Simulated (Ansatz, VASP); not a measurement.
One calculation of Ba, two programs

```
Ba
1.0
     0.00000    3.08145    3.08145
     3.08145    0.00000    3.08145
     3.08145    3.08145    0.00000
Ba
1
Direct
  0.00000 0.00000 0.00000
```

This isn't the form of Ba at room conditions, which is bcc.

Alike in both runs: functional PBEsol; k mesh 12 × 12 × 12; occupations gaussian, width 0.1 eV; no spin polarisation.

Ansatz relaxed the structure, and its values are those at the end. VASP's run is a single point on that final structure, the one shown.

|  | VASP | Ansatz |
| --- | --- | --- |
| version | VASP 6.6.1 | Ansatz 0.2.0 |
| potentials or method | VASP PAW PBE potentials, release 64 (Ba_sv) | scalar-relativistic, plane waves, PAW |
| plane-wave cutoff (eV) | 520 | 420 |
| valence electrons in the cell | 10 | 10 |

|  | VASP | Ansatz | Ansatz less VASP |
| --- | --- | --- | --- |
| gap on the k mesh at the Fermi level (eV) | none | none | - |
| pressure (GPa) | 0.1 | 0.0 | -0.08 |

A gap of «none» marks a metal or a gap that the smearing closes. The functional is the same, so the differences come from potentials, cutoffs and numerics.

Caveats: the PAW data sets were made with another functional, which shifts forces and pressure a little (VASP). Spin-orbit coupling is left out, which matters for the levels of Ba.
